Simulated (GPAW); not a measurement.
# AlN (F-43m) in GPAW: further runs, part 2 of 2

GPAW 26.7.0.

### Step 4. G0W0 quasiparticle levels, PBE

Input file run.py:

```python
import json
import numpy as np
from ase import Atoms
from ase.dft.bandgap import bandgap
from ase.io import write
from gpaw import GPAW, PW
from gpaw.response.g0w0 import G0W0

atoms = Atoms(['Al', 'N'],
              cell=[[0.0, 2.1839935596, 2.1839935596],
                    [2.1839935596, 0.0, 2.1839935596],
                    [2.1839935596, 2.1839935596, 0.0]],
              scaled_positions=[[0.0, 0.0, 0.0],
                                [0.25, 0.25, 0.25]],
              pbc=True)

calc = GPAW(mode=PW(600),
            xc='PBE',
            kpts={'size': (6, 6, 6), 'gamma': True},
            occupations={'name': 'fermi-dirac', 'width': 0.001},
            nbands=11,
            convergence={'density': 1e-06},
            maxiter=150,
            txt='gpaw.txt')
atoms.calc = calc
energy = atoms.get_potential_energy()
calc.write('gs.gpw')
write('result.traj', atoms)
print(f'Energy: {energy:.6f} eV')
print('Fermi level:', round(calc.get_fermi_level(), 4), 'eV')
print(f'Gap: {bandgap(calc)[0]:.4f} eV, direct: {bandgap(calc, direct=True)[0]:.4f} eV')

calc.diagonalize_full_hamiltonian(nbands=90)
calc.write('full.gpw', mode='all')

ibz = calc.get_ibz_k_points()
gap, vbm, cbm = bandgap(calc, output=None)
gap, direct, _ = bandgap(calc, direct=True, output=None)
gamma = int(np.abs(ibz).sum(1).argmin())
kpts = sorted({gamma, vbm[1], cbm[1], direct[1]})
gw = G0W0(calc='full.gpw',
          filename='gw',
          ecut=150,
          ecut_extrapolation=True,
          relbands=(-2, 2),
          kpts=kpts,
          integrate_gamma='WS',
          ppa=True)
gw.calculate()
results = {mode: {key: np.asarray(r[key]).tolist() for key in ['f', 'eps', 'vxc', 'exx', 'sigma', 'Z', 'qp', 'sigma_eskn']}
           for mode, r in gw.all_results.items()}
json.dump({'kpts': ibz[kpts].tolist(), 'results': results}, open('gw.json', 'w'))
for mode, r in results.items():
    f, qp = np.array(r['f']), np.array(r['qp'])
    print(mode, 'quasiparticle energies (eV):')
    print(qp.round(3))
    print(mode, 'gap:', round(qp[f < 0.5].min() - qp[f > 0.5].max(), 4), 'eV')
```

Potentials or basis: GPAW PAW data sets (gpaw-data 1.2.1), pw.

Launch:

```bash
OMP_NUM_THREADS=1 python run.py
```

gpaw.txt:

```text
__  _  _
 | _ |_)|_||  |
 |__||  | ||/\| - 26.7.0

Input parameters:
  mode=PW(ecut=600.0),
  convergence={'density': 1e-06},
  kpts=MonkhorstPack(size=(6, 6, 6), gamma=True),
  maxiter=150,
  nbands=11,
  occupations=Occupations(name='fermi-dirac', width=0.001),
  xc=XC(name='PBE')

Diagonalizing LCAO Hamiltonian
Converting LCAO to pw mode

           N
       Al

Atoms  # Å, Bohr magnetons
|   | symbol |        x |        y |        z |    initial magnetic moments |
|---|--------|----------|----------|----------|-----------------------------|
| 0 |     Al | 0.000000 | 0.000000 | 0.000000 | ( 0.0000,  0.0000,  0.0000) |
| 1 |      N | 1.091997 | 1.091997 | 1.091997 | ( 0.0000,  0.0000,  0.0000) |

Unit cell  # Å
| periodic |        x |        y |        z |  lengths |    angles |
|----------|----------|----------|----------|----------|-----------|
|      yes | 0.000000 | 2.183994 | 2.183994 | 3.088633 | 60.000000 |
|      yes | 2.183994 | 0.000000 | 2.183994 | 3.088633 | 60.000000 |
|      yes | 2.183994 | 2.183994 | 0.000000 | 3.088633 | 60.000000 |

Number of symmetries: 24
Symmetry operations  # r_c * U_cc + t_c -> r_c
|    | kind |            matrix            |
|----|------|------------------------------|
|  0 |  E   |  1, 0, 0,  0, 1, 0,  0, 0, 1 |
|  1 |  σ   |  1, 0, 0,  0, 0, 1,  0, 1, 0 |
|  2 |  σ   |  1, 0,-1,  0, 1,-1,  0, 0,-1 |
|  3 |  C3  |  1, 0,-1,  0, 0,-1,  0, 1,-1 |
|  4 |  C3  |  1,-1, 0,  0,-1, 1,  0,-1, 0 |
|  5 |  σ   |  1,-1, 0,  0,-1, 0,  0,-1, 1 |
|  6 |  σ   |  0, 1, 0,  1, 0, 0,  0, 0, 1 |
|  7 |  C3  |  0, 1, 0,  0, 0, 1,  1, 0, 0 |
|  8 |  C2  |  0, 1,-1,  1, 0,-1,  0, 0,-1 |
|  9 |  S4  |  0, 1,-1,  0, 0,-1,  1, 0,-1 |
| 10 |  C3  |  0, 0, 1,  1, 0, 0,  0, 1, 0 |
| 11 |  σ   |  0, 0, 1,  0, 1, 0,  1, 0, 0 |
| 12 |  S4  |  0, 0,-1,  1, 0,-1,  0, 1,-1 |
| 13 |  C3  |  0, 0,-1,  0, 1,-1,  1, 0,-1 |
| 14 |  S4  |  0,-1, 1,  1,-1, 0,  0,-1, 0 |
| 15 |  C2  |  0,-1, 1,  0,-1, 0,  1,-1, 0 |
| 16 |  C3  |  0,-1, 0,  1,-1, 0,  0,-1, 1 |
| 17 |  S4  |  0,-1, 0,  0,-1, 1,  1,-1, 0 |
| 18 |  S4  | -1, 1, 0, -1, 0, 1, -1, 0, 0 |
| 19 |  C3  | -1, 1, 0, -1, 0, 0, -1, 0, 1 |
| 20 |  C3  | -1, 0, 1, -1, 1, 0, -1, 0, 0 |
| 21 |  S4  | -1, 0, 1, -1, 0, 0, -1, 1, 0 |
| 22 |  σ   | -1, 0, 0, -1, 1, 0, -1, 0, 1 |
| 23 |  C2  | -1, 0, 0, -1, 0, 1, -1, 1, 0 |

BZ-sampling:
  Number of BZ points: 216
  Number of IBZ points: 16

  Monkhorst-Pack size: [6, 6, 6]
  Monkhorst-Pack shift: [0.08333333333333333, 0.08333333333333333, 0.08333333333333333]

[... 61 lines left out ...]

    Using partial waves for Al as LCAO basis

  N:
    name:    Nitrogen
    Z:       7.0
    valence: 5
    core:    2
    charge:  0.0  # [|e|]
    compensation charges:
      type: gauss
      rc: 0.18  # [Å]
      lmax: 2
    cutoffs:
      filter: 1.11  # [Å]
      core: 0.96  # [Å]
    projectors
    | kind |    occ | energy [eV] | rcut [Å] |
    |------|--------|-------------|----------|
    |   2s |  2.000 |     -18.583 |    0.603 |
    |   2p |  3.000 |      -7.089 |    0.529 |
    |    s |        |       8.629 |    0.603 |
    |    p |        |      20.123 |    0.529 |
    |    d |        |       0.000 |    0.577 |

    Using partial waves for N as LCAO basis

Reference energy: -8085.144769  # eV

eigensolver:
  PPCG
  Converge bands: occupied
  niter=2

density mixing:
  MSR1-Mixer
  Pratt-step length: 0.05
  Maximum mixing coefficient: 0.75
  Old densities: 10
  SVD Regularization: 0.005
  Good broyden scale: 1.0
  Trust region scale: 1.0
  Backstep threshold: 4.0
  History deletion threshold: 6.0
  Fourier metric: weight=20.0, sigma=0.015

occupation numbers:
  Fermi-Dirac:
    width: 0.0010  # eV

poisson solver:
  ecut: 4800.0  # eV

xc functional:
  name: PBE with 2 nearest neighbor stencil

convergence criteria:
- Maximum integral of absolute [dens]ity change: 1e-06 electrons / valence electron
- Maximum [total energy] change in last 3 cyles: 0.0005 eV / valence electron
- Maximum integral of absolute [eigenst]ate change: 4e-08 eV^2 / valence electron
maximum number of iterations: 150

SCF iterations
|iter     | |      energy | eigst |  dens |
|---------|-|-------------|-------|-------|
|iter:   1| |  -16.607464 | -0.29 |       |
|iter:   2| |  -16.094445 | -2.25 | -0.55 |
|iter:   3| |  -14.618876 | -0.93 | -0.60 |
|iter:   4| |  -14.629913 | -3.05 | -1.25 |
|iter:   5| |  -14.636101 | -3.41 | -1.54 |
|iter:   6| |  -14.636158 | -5.44 | -2.76 |
|iter:   7| |  -14.636171c| -6.38 | -3.13 |
|iter:   8| |  -14.636171c| -8.61c| -4.41 |
|iter:   9| |  -14.636171c| -8.18c| -4.92 |
|iter:  10| |  -14.636171c| -9.68c| -5.94 |
|iter:  11| |  -14.636171c|-10.80c| -6.51c|

Converged in 11 steps
Energy contributions relative to reference atoms: (reference = -8085.144769)

Energy contributions:
  Kinetic:          16.816843
  Coulomb:         -14.200268
  Zero:             -0.019027
  External:          0.000000
  Xc:              -17.233720
  Entropy:          -0.000000
  Spinorbit:         0.000000
  ----------------------------
  Free energy:     -14.636171
  Extrapolated:    -14.636171

dipole moment: (-8.597133, -8.597133, -8.597133)  # |e|*Ang

Fermi level: 6.435
Eigenvalues  # (at kpt = [0.000, 0.000, 0.000])
| band index |      eig [eV] | occ [0-2] |
|------------|---------------|-----------|
|          0 |        -9.018 |     2.000 |
|          1 |         5.986 |     2.000 |
|          2 |         5.986 |     2.000 |
|          3 |         5.986 |     2.000 |
|          4 |        10.170 |     0.000 |
|          5 |        18.548 |     0.000 |
|          6 |        18.548 |     0.000 |
|          7 |        18.548 |     0.000 |
|          8 |        23.679 |     0.000 |
|          9 |        23.685 |     0.000 |
|         10 |        25.111 |     0.000 |

Gap: 3.304 eV
Transition (v -> c):
  (s=0, k=0, n=3, [0.00, 0.00, 0.00]) -> (s=0, k=12, n=4, [0.50, 0.50, 0.00])
Direct/indirect transitions are different
Direct gap: 4.184 eV
Transition at: (s=0, k=0, n=3, [0.00, 0.00, 0.00])
# Writing to gs.gpw (mode='')

Matrix size: 725x725
# Writing to full.gpw (mode='all')
```

stdout:

```text
Energy: -14.636171 eV
Fermi level: 6.4355 eV
Gap: 3.3042 eV, direct: 4.1838 eV
IBZ(<points: 16, symmetries: 24>)
Occupied bands: 4
Calculating eigenvalues:
  k-points: 2
  Bands: 2-5 (inclusive)
HSE06-eigenvalue shifts:
  min: -4.610 eV
  ave: 0.395 eV
  max: 6.227 eV
GW quasiparticle energies (eV):
[[[ 4.847  4.847 10.764 19.487]
  [ 2.87   2.871  9.671 15.276]]]
GW gap: 4.8231 eV
```

gw.w.txt:

```text
FrequencyGridDescriptor(from 0.000+0.000j to 0.000+27.211j eV, 2 points)
FrequencyGridDescriptor(from 0.000+0.000j to 0.000+27.211j eV, 2 points)

BZ k-points: Symmetries present (total): 24

216 k-points: 6 x 6 x 6 Monkhorst-Pack grid + [1/12,1/12,1/12]
16 k-points in the irreducible part of the Brillouin zone
       k-points in crystal coordinates                weights
[... 149 lines left out ...]
   5   0.000  18.548 -12.877  -6.649  -5.087  -0.214   0.823  19.487

k-point 1 (12): (0.500, 0.500, 0.000)                GW
band       f     eps     vxc     exx   sigma  dsigma       Z      qp
                                                                   GW
   2   1.000   4.215 -16.538 -21.147   2.897  -0.274   0.785   2.870
   3   1.000   4.215 -16.538 -21.147   2.897  -0.274   0.785   2.871
   4   0.000   9.290 -10.190  -5.919  -3.818  -0.192   0.839   9.671
   5   0.000  14.598 -11.269  -6.035  -4.428  -0.189   0.841  15.276
```

Wall time 3.2 min (1 thread of Arm Neoverse V2, shared host); peak memory 0.35 GiB.

What came out:

- Free energy: -14.6362 eV
- Band gap on the k mesh, mean-field level: 3.30 eV, indirect (least direct gap 4.18 eV)
- Quasiparticle gap: 4.82 eV
- Least direct quasiparticle gap: 5.92 eV

Levels at points of the mesh, in eV from the valence-band top:
```tsv
k point	band 2	band 3	band 4	band 5	band 6	band 7
(0.00, 0.00, 0.00)	0.00	0.00	0.00	4.18	12.56	12.56
(0.50, 0.50, 0.00)	-4.91	-1.77	-1.77	3.30	8.61	13.97
(0.50, 0.50, 0.50)	-5.86	-0.47	-0.47	7.37	9.88	11.14
```

Caveat: the k mesh is coarse; the quasiparticle gap is taken among the few k points that were corrected; the long-wavelength limit can be off by a per cent or two. A k mesh can miss the band edges.
